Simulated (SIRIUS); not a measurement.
# Eu: changing the starting magnetic order

It takes space group Im-3m (No. 229, cubic). Conventional cell: a = 4.606 Å, b = 4.606 Å, c = 4.606 Å, α = 90.00°, β = 90.00°, γ = 90.00°. Eu (site symmetry m-3m) is surrounded by 8 Eu at 3.99 Å.

Kept alike: task single point; functional PBE; k mesh 8 × 8 × 8; occupations fermi-dirac, width 0.05 eV. Program: SIRIUS, all-electron FP-LAPW, apw+lo standard, cutoff 168 eV. The mesh is that of the run's cell of 1 atom. No spin-orbit coupling.

```csv
starting magnetic order,largest site moment (μB),moment of the cell (μB),free energy over the lowest row (meV/atom)
ferromagnetic,6.93,7.40,17.82
"ferromagnetic start, larger moments",6.93,7.40,17.81
non-collinear,-,7.39,0.00
non-magnetic,0.00,0.00,7275.79
```

For a metal such a mesh leaves the last digits unconverged. Moments of the cell are magnitudes, and a label names the start alone. A dash stands where a model potential gives no energy or stress, or where a value looked faulty or was in doubt. The runs hold the magnetic state that their start led to, which needn't be the lowest. The row without spin has no moments by construction. Site moments count inside each atom's sphere or projector.

Question: What does the starting magnetic order change here?

Answer: The largest site moment runs from 0.00 (non-magnetic) to 6.93 μB (ferromagnetic; ferromagnetic start, larger moments). The moment of the cell runs from 0.00 (non-magnetic) to 7.40 μB (ferromagnetic; ferromagnetic start, larger moments). The free energy is lowest at non-collinear, and 7275.79 meV an atom higher at non-magnetic. Starts that end at one energy have found one state: ferromagnetic; ferromagnetic start, larger moments.
